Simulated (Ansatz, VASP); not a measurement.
**Two plane-wave programs on Ir**

INCAR

```
PREC = Accurate
ENCUT = 600
EDIFF = 1E-6
ISMEAR = 0
SIGMA = 0.1
LREAL = F
LASPH = T
NELM = 100
ALGO = Normal
ISIF = 3
LWAVE = F
LCHARG = F
GGA = PS
IBRION = 2
NSW = 90
EDIFFG = -0.04
```

Contents of KPOINTS:

```
Automatic mesh
0
Gamma
  9 9 2
```

File POSCAR:

```
Ir
1.0
    2.7989532549      0.0000000000      0.0000000000
   -1.3994766274      2.4239646228      0.0000000000
    0.0000000000      0.0000000000      9.0271766845
Ir
4
Direct
    0.0000000000      0.0000000000      0.0000000000
    0.0000000000      0.0000000000      0.5000000000
    0.3333333333      0.6666666667      0.7500000000
    0.6666666667      0.3333333333      0.2500000000
```

Input for Ansatz:

```yaml
crystal:
  lattice:
    - [2.7989532549, 0.0, 0.0]
    - [-1.3994766274, 2.4239646228, 0.0]
    - [0.0, 0.0, 9.0271766845]
  atoms:
    - { symbol: Ir, position: [0.0, 0.0, 0.0] }
    - { symbol: Ir, position: [0.0, 0.0, 0.5] }
    - { symbol: Ir, position: [0.3333333333, 0.6666666667, 0.75] }
    - { symbol: Ir, position: [0.6666666667, 0.3333333333, 0.25] }
basis:
  ecutwfc: 420
kpoints:
  mp_grid: { grid: [9, 9, 2] }
hamiltonian:
  xc: pbesol
scf:
  occupations: { method: gaussian, width: 0.1 }
  lower_state_search: "off"
output:
  forces: true
  stress: true
  eigenvalues: true
relax:
  adjacent_minimum: "off"
  f_tol: 0.04
  max_steps: 70
  cell: { stress_tol: 0.4 }
```

Alike in both runs: task relaxation of cell and atoms; functional PBEsol; k mesh 9 × 9 × 2; occupations gaussian, width 0.1 eV; no spin polarisation.

|  | VASP | Ansatz |
| --- | --- | --- |
| version | VASP 6.6.1 | Ansatz 0.2.0 |
| potentials or method | VASP PAW PBE potentials, release 64 (Ir) | scalar-relativistic, plane waves, PAW |
| plane-wave cutoff (eV) | 600 | 420 |
| valence electrons in the cell | 36 | 68 |

Ansatz gave:

| Quantity | Value |
| --- | --- |
| gap on the k mesh at the Fermi level, each at its own relaxed structure (eV) | none |
| relaxed volume (Å³/atom) | 14.08 |
| relaxed cell length with the largest relative difference (Å) | 2.717 |
| energy change over the relaxation (meV/atom) | -109 |

Q: What did VASP give for the same quantities?

A: gap on the k mesh at the Fermi level, each at its own relaxed structure (eV): none; relaxed volume (Å³/atom): 14.12; relaxed cell length with the largest relative difference (Å): 2.720; energy change over the relaxation (meV/atom): -104.

A gap of «none» marks a metal or a gap that the smearing closes. The two sets of potentials don't hold the same shells in valence.

Caveats: the bands computed are all filled at some k points, so no gap is given; the PAW data sets were made with another functional, which shifts forces and pressure a little (VASP). The runs have no spin-orbit coupling, so splittings on Ir are missing.
